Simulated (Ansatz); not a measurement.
**TaN: energy and stress against strain**

Aim: for TaN, see how energy and stress answer to the strain pattern (0, 0, 0, 0, 0, 1).

Computed with Ansatz 0.2.0 (DFT PBEsol, scalar-relativistic, plane waves, PAW, unless a step's input says otherwise).

## (1) The system as given

It takes space group P-6m2 (No. 187, hexagonal). The conventional cell has a = 2.938 Å, b = 2.938 Å, c = 2.883 Å, α = 90.00°, β = 90.00°, γ = 120.00°. Ta (site symmetry -6m2) has 6 N at 2.23 Å as nearest neighbours. N (site symmetry -6m2) has 6 Ta at 2.23 Å as nearest neighbours.

Structure file:

```cif
data_structure
_symmetry_space_group_name_H-M 'P-6m2'
_symmetry_Int_Tables_number 187
_cell_length_a 2.9380
_cell_length_b 2.9380
_cell_length_c 2.8830
_cell_angle_alpha 90.000
_cell_angle_beta 90.000
_cell_angle_gamma 120.000
_cell_volume 21.55
loop_
_atom_site_label
_atom_site_type_symbol
_atom_site_symmetry_multiplicity
_atom_site_Wyckoff_symbol
_atom_site_fract_x
_atom_site_fract_y
_atom_site_fract_z
_atom_site_occupancy
Ta1 Ta 1 b 0.00000 0.00000 0.50000 1
N1 N 1 e 0.66667 0.33333 0.00000 1
```

Source of the structure: the Crystallography Open Database.

## (2) Quick check of gap, pressure and forces

The input, input.yaml:

```yaml
crystal:
  lattice:
    - [2.9379988584, 0.0, 0.0]
    - [-1.4689994292, 2.5443816477, 0.0]
    - [0.0, 0.0, 2.883]
  atoms:
    - { symbol: Ta, position: [0.3333333333, 0.6666666667, 0.5] }
    - { symbol: "N", position: [0.0, 0.0, 0.0] }
basis:
  ecutwfc: 420
kpoints:
  mp_grid: { grid: [9, 9, 6] }
hamiltonian:
  xc: pbesol
scf:
  occupations: { method: gaussian, width: 0.1 }
output:
  forces: true
  stress: true
  eigenvalues: true
```

What it wrote (excerpt; [...] marks lines left out):

```text
[...]
SCF converged after 6 iterations
Free energy (F): -10187.640918 eV
[...]
E sigma→0 (E₀):  -10187.640571 eV
Entropy (-TS):   -0.000695 eV (-0.348 meV/atom)
Fermi energy:    20.262676 eV
[...]
--- Forces (eV/Å), atoms counted from 1 ---
  atom   1  Ta    -0.00000000     0.00000000     0.00000000
  atom   2  N     -0.00000000     0.00000000     0.00000000
[...]
--- Stress (GPa, compression-positive) ---
       -4.579421       0.000000       0.000000
        0.000000      -4.579421       0.000000
        0.000000       0.000000      -5.443864
  P = ⅓ Tr σ = -4.8676 GPa (-48.676 kbar)
--- Band table (eV; the first three rows and the last of 48) ---
  k-point 0: bands = ["-48.3071", "-14.6587", "-14.3929", "-14.3929", "2.3619", "15.5084", "15.5084", "15.8571", "17.1571", "22.2751", "23.6653", "23.6653", "24.0645"]
[...]
```

Run time: 1.2 s. Hardware: 1 thread of an x86-64 CPU, shared host; peak memory 0.42 GiB.

The cell is taken as given, not relaxed at this level.

## (3) The undisturbed cell

Changes to input.yaml since step 2:

```diff
@@ -11,3 +11,3 @@
 kpoints:
-  mp_grid: { grid: [9, 9, 6] }
+  mp_grid: { grid: [18, 18, 16] }
 hamiltonian:
@@ -15,3 +15,3 @@
 scf:
-  occupations: { method: gaussian, width: 0.1 }
+  occupations: { method: gaussian, width: 0.15 }
 output:
```

What it wrote (excerpt; [...] marks lines left out):

```text
Warning: RAYON_NUM_THREADS=1 ignored (pool sized by the plan → 1); use --threads N
[...]
Pseudopotentials: kind: paw
Pseudopotential: Ta, paw, valence charge 13, recommended cutoff 420 eV (normal), Ta.paw.azcp
Pseudopotential: N, paw, valence charge 5, recommended cutoff 420 eV (normal), N.paw.azcp
Functional definition: PBEsol
[...]
Crystal: 2 atoms, lattice volume = 21.552 Å³
Basis set: ecut = 420 eV, 405 PW (Γ), exchange–correlation on 40×40×40 points (8 copies of the dense FFT grid, shifted against one another)
Bands: 13, of which v1, the nominal top of the filled ones, is band 9 counted from 1 (8 counted from 0)
Symmetry: 12 space group operations
Space group: P-6m2 (ITA 187), of the structure as read, at distance tolerance 2.8e-5 Å
k-points: 333 of 5184 (time reversal used)
[...]
the search or the solves at the SCF's close seem to have found levels that the self-consistency loop had missed (the run counts 3). By its estimate they hold under 1e-12 electrons; where the run keeps them, the occupations were computed again with them
[...]
SCF converged after 6 iterations
Free energy (F): -10187.639781 eV
[...]
E sigma→0 (E₀):  -10187.639439 eV
Entropy (-TS):   -0.000685 eV (-0.342 meV/atom)
Fermi energy:    20.047477 eV
[...]
--- Forces (eV/Å), atoms counted from 1 ---
  atom   1  Ta    -0.00000000     0.00000000     0.00000000
  atom   2  N      0.00000000     0.00000000     0.00000000
[...]
--- Stress (GPa, compression-positive) ---
       -4.790784       0.000000       0.000000
        0.000000      -4.790784       0.000000
        0.000000       0.000000      -5.017457
  P = ⅓ Tr σ = -4.8663 GPa (-48.663 kbar)
--- Band table (eV; the first three rows and the last of 333) ---
  k-point 0: bands = ["-48.3071", "-14.6559", "-14.3943", "-14.3943", "2.3621", "15.5079", "15.5079", "15.8580", "17.1570", "22.2757", "23.6643", "23.6643", "24.0653"]
[...]
```

It took 6.2 s on 1 thread of an x86-64 CPU, shared host; peak memory 0.52 GiB.

Reference values: F = -10187.6398 eV; pressure -4.87 GPa; largest force 0.000 eV/Å; gap on the mesh none (metal).

## (4) The scan: energy and stress against strain

The cell is strained by ε times the Voigt pattern (0, 0, 0, 0, 0, 1) (xx, yy, zz, yz, xz, xy; engineering shear), with fractional coordinates fixed (clamped ions). The stress on the pattern is the sum of the stress components weighted by it, tension positive.

## (5) Point ε = -0.0600

Changes to input.yaml since step 3:

```diff
@@ -2,4 +2,4 @@
   lattice:
-    - [2.9379988584, 0.0, 0.0]
-    - [-1.4689994292, 2.5443816477, 0.0]
+    - [2.9379988584, -0.0881399658, 0.0]
+    - [-1.5453308786, 2.5884516306, 0.0]
     - [0.0, 0.0, 2.883]
```

What it wrote (excerpt; [...] marks lines left out):

```text
Warning: RAYON_NUM_THREADS=1 ignored (pool sized by the plan → 1); use --threads N
[...]
[... 4 set-up lines as earlier in the session ...]
[...]
Crystal: 2 atoms, lattice volume = 21.532 Å³
Basis set: ecut = 420 eV, 407 PW (Γ), exchange–correlation on 40×48×40 points (8 copies of the dense FFT grid, shifted against one another)
Bands: 13, of which v1, the nominal top of the filled ones, is band 9 counted from 1 (8 counted from 0)
Symmetry: 2 space group operations
Space group: Pm (ITA 6), of the structure as read, at distance tolerance 2.8e-5 Å
k-points: 1476 of 5184 (time reversal used)
[...]
the search or the solves at the SCF's close seem to have found levels that the self-consistency loop had missed (the run counts 4). By its estimate they hold under 1e-12 electrons; where the run keeps them, the occupations were computed again with them
[...]
SCF converged after 6 iterations
Free energy (F): -10187.584740 eV
[...]
E sigma→0 (E₀):  -10187.584347 eV
Entropy (-TS):   -0.000786 eV (-0.393 meV/atom)
Fermi energy:    20.051340 eV
[...]
--- Forces (eV/Å), atoms counted from 1 ---
  atom   1  Ta    -0.10442275    -0.02996791     0.00000000
  atom   2  N      0.10443408     0.02996409     0.00000000
[...]
--- Stress (GPa, compression-positive) ---
       -4.080704      14.048320       0.000000
       14.048320      -2.938848       0.000000
        0.000000       0.000000      -4.697084
  P = ⅓ Tr σ = -3.9055 GPa (-39.055 kbar)
--- Band table (eV; the first three rows and the last of 1476) ---
  k-point 0: bands = ["-48.2816", "-14.6344", "-14.4291", "-14.2974", "2.3795", "15.1358", "15.7362", "16.0757", "17.1562", "22.2823", "23.3139", "23.9724", "24.0931"]
[...]
```

Wall time 27 s (1 thread of an x86-64 CPU, shared host); peak memory 0.91 GiB.

## (6) Point ε = 0.0450

Changes to input.yaml since step 5:

```diff
@@ -2,4 +2,4 @@
   lattice:
-    - [2.9379988584, -0.0881399658, 0.0]
-    - [-1.5453308786, 2.5884516306, 0.0]
+    - [2.9379988584, 0.0661049743, 0.0]
+    - [-1.4117508421, 2.5113291605, 0.0]
     - [0.0, 0.0, 2.883]
```

What it wrote (excerpt; [...] marks lines left out):

```text
Warning: RAYON_NUM_THREADS=1 ignored (pool sized by the plan → 1); use --threads N
[...]
[... 4 set-up lines as earlier in the session ...]
[...]
Crystal: 2 atoms, lattice volume = 21.541 Å³
Basis set: ecut = 420 eV, 405 PW (Γ), exchange–correlation on 40×40×40 points (8 copies of the dense FFT grid, shifted against one another)
Bands: 13, of which v1, the nominal top of the filled ones, is band 9 counted from 1 (8 counted from 0)
[... 2 set-up lines as earlier in the session ...]
k-points: 1476 of 5184 (time reversal used)
[...]
the search or the solves at the SCF's close seem to have found levels that the self-consistency loop had missed (the run counts 5). By its estimate they hold under 1e-12 electrons; where the run keeps them, the occupations were computed again with them
[...]
SCF converged after 6 iterations
Free energy (F): -10187.609186 eV
[...]
E sigma→0 (E₀):  -10187.608866 eV
Entropy (-TS):   -0.000640 eV (-0.320 meV/atom)
Fermi energy:    20.049594 eV
[...]
--- Forces (eV/Å), atoms counted from 1 ---
  atom   1  Ta     0.07443376    -0.01591644     0.00000000
  atom   2  N     -0.07444310     0.01591380     0.00000000
[...]
--- Stress (GPa, compression-positive) ---
       -4.350611     -10.391440       0.000000
      -10.391440      -3.783431       0.000000
        0.000000       0.000000      -4.828805
  P = ⅓ Tr σ = -4.3209 GPa (-43.209 kbar)
--- Band table (eV; the first three rows and the last of 1476) ---
  k-point 0: bands = ["-48.2929", "-14.6440", "-14.4261", "-14.3278", "2.3719", "15.2256", "15.7140", "15.9759", "17.1565", "22.2797", "23.3933", "23.9792", "23.9875"]
[...]
```

It took 26 s on 1 thread of an x86-64 CPU, shared host; peak memory 0.91 GiB.

## (7) Point ε = -0.0300

Changes to input.yaml since step 6:

```diff
@@ -2,4 +2,4 @@
   lattice:
-    - [2.9379988584, 0.0661049743, 0.0]
-    - [-1.4117508421, 2.5113291605, 0.0]
+    - [2.9379988584, -0.0440699829, 0.0]
+    - [-1.5071651539, 2.5664166391, 0.0]
     - [0.0, 0.0, 2.883]
```

What it wrote (excerpt; [...] marks lines left out):

```text
Warning: RAYON_NUM_THREADS=1 ignored (pool sized by the plan → 1); use --threads N
[...]
[... 4 set-up lines as earlier in the session ...]
[...]
Crystal: 2 atoms, lattice volume = 21.547 Å³
Basis set: ecut = 420 eV, 405 PW (Γ), exchange–correlation on 40×40×40 points (8 copies of the dense FFT grid, shifted against one another)
Bands: 13, of which v1, the nominal top of the filled ones, is band 9 counted from 1 (8 counted from 0)
[... 2 set-up lines as earlier in the session ...]
k-points: 1476 of 5184 (time reversal used)
[...]
the search or the solves at the SCF's close seem to have found levels that the self-consistency loop had missed (the run counts 5). By its estimate they hold under 1e-12 electrons; where the run keeps them, the occupations were computed again with them
[...]
SCF converged after 6 iterations
Free energy (F): -10187.626365 eV
[...]
E sigma→0 (E₀):  -10187.626076 eV
Entropy (-TS):   -0.000578 eV (-0.289 meV/atom)
Fermi energy:    20.053602 eV
[...]
--- Forces (eV/Å), atoms counted from 1 ---
  atom   1  Ta    -0.04804830    -0.00673067     0.00000000
  atom   2  N      0.04805469     0.00672928     0.00000000
[...]
--- Stress (GPa, compression-positive) ---
       -4.584374       6.811346       0.000000
        6.811346      -4.352368       0.000000
        0.000000       0.000000      -4.934404
  P = ⅓ Tr σ = -4.6237 GPa (-46.237 kbar)
--- Band table (eV; the first three rows and the last of 1476) ---
  k-point 0: bands = ["-48.3009", "-14.6507", "-14.4194", "-14.3539", "2.3664", "15.3184", "15.6692", "15.9047", "17.1568", "22.2776", "23.4783", "23.8696", "24.0080"]
[...]
```

Wall time 27 s (1 thread of an x86-64 CPU, shared host); peak memory 0.91 GiB.

## (8) ε = 0.0150

Changes to input.yaml since step 7:

```diff
@@ -2,4 +2,4 @@
   lattice:
-    - [2.9379988584, -0.0440699829, 0.0]
-    - [-1.5071651539, 2.5664166391, 0.0]
+    - [2.9379988584, 0.0220349914, 0.0]
+    - [-1.4499165669, 2.533364152, 0.0]
     - [0.0, 0.0, 2.883]
```

What it wrote (excerpt; [...] marks lines left out):

```text
[...]
SCF converged after 6 iterations
Free energy (F): -10187.636483 eV
[...]
E sigma→0 (E₀):  -10187.636184 eV
Entropy (-TS):   -0.000598 eV (-0.299 meV/atom)
Fermi energy:    20.049148 eV
[...]
--- Forces (eV/Å), atoms counted from 1 ---
  atom   1  Ta     0.02362899    -0.00157958     0.00000000
  atom   2  N     -0.02363189     0.00157955     0.00000000
[...]
--- Stress (GPa, compression-positive) ---
       -4.745813      -3.334346       0.000000
       -3.334346      -4.675162       0.000000
        0.000000       0.000000      -4.997897
  P = ⅓ Tr σ = -4.8063 GPa (-48.063 kbar)
--- Band table (eV; the first three rows and the last of 1476) ---
  k-point 0: bands = ["-48.3056", "-14.6546", "-14.4087", "-14.3760", "2.3632", "15.4133", "15.5969", "15.8682", "17.1569", "22.2762", "23.5688", "23.7646", "24.0339"]
[...]
```

Wall time 27 s (1 thread of an x86-64 CPU, shared host); peak memory 0.91 GiB.

## (9) The scan collected

The scan, with free energies counted from the undisturbed cell:

```csv
ε,ΔE (meV/atom),stress on the pattern (GPa),pressure (GPa)
-0.0600,27.5,-14.05,-3.9
-0.0300,6.7,-6.81,-4.6
0.0000,0.0,0.00,-4.9
0.0150,1.6,3.33,-4.8
0.0450,15.3,10.39,-4.3
```

## (10) Results

```
                                                              quantity    value
slope of the stress at ε = 0, from the points at -0.0300, 0 and 0.0150  224 GPa
```

**Reading.** The slope of the stress at zero strain, 224 GPa, estimates C66 with clamped ions in this Cartesian frame; letting the atoms relax could not make it stiffer. The step is wide, so higher orders mix in. The reference stands under -4.9 GPa, so this is no zero-stress constant. The undisturbed cell stays the lowest of the sampled points. The runs treat Ta without spin-orbit coupling.
